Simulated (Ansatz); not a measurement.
The following input was run with Ansatz 0.2.0.

```yaml
crystal:
  lattice:
    - [2.1273203072, -1.22828244, 0.0]
    - [2.1273203072, 1.22828244, 0.0]
    - [-1.3790696309, 0.0, 3.5028300786]
  atoms:
    - { symbol: C, position: [0.83335553, 0.83335553, 9.304e-05] }
    - { symbol: C, position: [0.16664447, 0.16664447, 0.99990696] }
basis:
  ecutwfc: 420
kpoints:
  mp_grid: { grid: [12, 12, 6] }
hamiltonian:
  xc: pbe
  dispersion: d3bj
scf:
  occupations: { method: gaussian, width: 0.02 }
output:
  forces: true
  stress: true
  eigenvalues: true
relax:
  adjacent_minimum: "off"
  f_tol: 0.02
  max_steps: 70
  cell: { stress_tol: 0.1 }
```

Launched with
```bash
ansatz run input.yaml --threads 2 --pin off --max-ram 5120MiB --backend cpu --events-out ev --progress --plain --runs-dir out
```

Computed with DFT PBE+D3(BJ), scalar-relativistic, plane waves, PAW in Ansatz 0.2.0.

Part of what the program printed, abridged (final results; tables in files aren't shown):

```
SCF 7 converged in 6 iterations: F = -502.169438 eV  dr2 = 1.15e-14
SCF converged after 6 iterations
Free energy (F): -502.169438 eV
Harris-Foulkes:  -502.169438 eV  (|F-HF|=0.00e0)
Internal energy: -502.169438 eV  (E = F + TS)
E sigma→0 (E₀):  -502.169438 eV
Fermi energy:    6.978505 eV
--- Per-component energies (eV) ---
  E_band       = -17.238436
  E_kinetic    = 181.882040
  E_local      = -305.895632  (includes V_loc(G=0)·N_el)
  E_nonlocal   = 54.609647
  E_hartree    = 92.344575
  E_xc         = -96.037534
  E_vxc        = -118.915095  (∫ρ·V_xc dr)
  E_paw        = -198.689316  (= ΣΔE_a)
  E_vpaw       = -13.608562  (= ΣTr[D̂ρ^β])
  E_aug_tail   = 0.000015  (compensation charges beyond the density's cutoff)
  E_ewald      = -230.070815
  E_disp       = -0.312417  (pairwise vdW)
  E_smearing   =  0.000000  (= −TS)
--- Forces (eV/Å), atoms counted from 1 ---
  atom   1  C      0.00005600     0.00000000    -0.00011909
  atom   2  C     -0.00005600     0.00000000     0.00011909
--- Stress (GPa, compression-positive) ---
       -0.017446       0.000000      -0.018550
        0.000000      -0.016252       0.000000
       -0.018550       0.000000      -0.077925
  P = ⅓ Tr σ = -0.0372 GPa (-0.372 kbar)
--- Band table (eV; the first three rows and the last of 242) ---
  k-point 0: bands = ["-12.6806", "0.4158", "3.9674", "3.9678", "11.2528", "15.3593", "15.3606", "18.3106"]
  k-point 1: bands = ["-12.6096", "-0.1541", "3.9633", "3.9635", "12.5274", "15.3479", "15.3484", "18.3581"]
  k-point 2: bands = ["-12.4607", "-1.1176", "3.9540", "3.9545", "15.3225", "15.3232", "15.4383", "18.4625"]
  k-point 241: bands = ["-7.3412", "-6.2948", "0.5960", "4.9693", "8.9711", "14.5759", "18.8703", "19.5201"]
--- Relaxed structure (5 steps of the walk, 5 accepted, 2 SCFs on fresh bases) ---
  F+E_penalty+E_count = -502.16943762 eV   max|allowed force component| = 1.191e-4 eV/Å   (the final SCF, on the basis selected at the relaxed cell)
  cell:  # Å, volume = 17.6707 Å³
    - [2.13484660, -1.23254169, -0.00835733]
    - [2.13484660, 1.23254169, -0.00835733]
    - [-1.39770979, 0.0, 3.36326846]
  atoms:
    - { symbol: C, position: [0.83341363, 0.83341363, 0.00024221] }
    - { symbol: C, position: [0.16658636, 0.16658636, 0.99975778] }
```

The relaxation met its thresholds.

Time: 9.9 s on 2 threads of Arm Neoverse V1, with other jobs on the host, peak memory 0.31 GiB.